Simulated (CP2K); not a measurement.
# HfO2 in CP2K: the effect of pseudo set

The system is HfO2.

```
Hf O
1.0
     3.55802    0.00000    0.00000
     0.00000    3.55802    0.00000
     0.00000    0.00000    5.17186
Hf O
2 4
Direct
  0.00000 0.00000 0.00000
  0.50000 0.50000 0.50000
  0.00000 0.50000 0.19721
  0.50000 0.00000 0.30279
  0.50000 0.00000 0.80279
  0.00000 0.50000 0.69721
```

Measurements of this composition are mostly on another form, of space group No. 14.

Alike in all runs:

| Item | Value |
| --- | --- |
| Program | CP2K 2026.2 |
| Task | band structure |
| Functional | PBE |
| Density cutoff | 8163 eV |
| k mesh | 8 × 8 × 5 |
| Occupations | fermi-dirac, width 0.05 eV |
| Spin | no spin polarisation |

Problem. One run gave: gap on the mesh 4.67 eV; pressure -4.6 GPa; largest force 0.03 eV/Å. Which pseudo set did it use?
A. BLYP
B. PBE0
C. PBE
D. PADE
E. SCAN

Solution. D.

| pseudo set | gap on the mesh (eV) | pressure (GPa) | largest force (eV/Å) |
| --- | --- | --- | --- |
| PBE | 4.78 | 2.3 | 0.06 |
| PADE | 4.67 | -4.6 | 0.03 |
| BLYP | 4.78 | 2.1 | 0.05 |
| SCAN | 4.48 | -2.3 | 0.15 |
| PBE0 | 4.79 | 2.7 | 0.07 |

Caveats: spin-orbit coupling is left out, which moves the levels of the heavy elements; the basis of atomic orbitals isn't converged, which shifts pressures, moduli and gaps; the potentials were made for another functional, which shifts forces and pressure (some runs).

A k mesh can miss the band edges.

Not every run made on this cell is shown here.
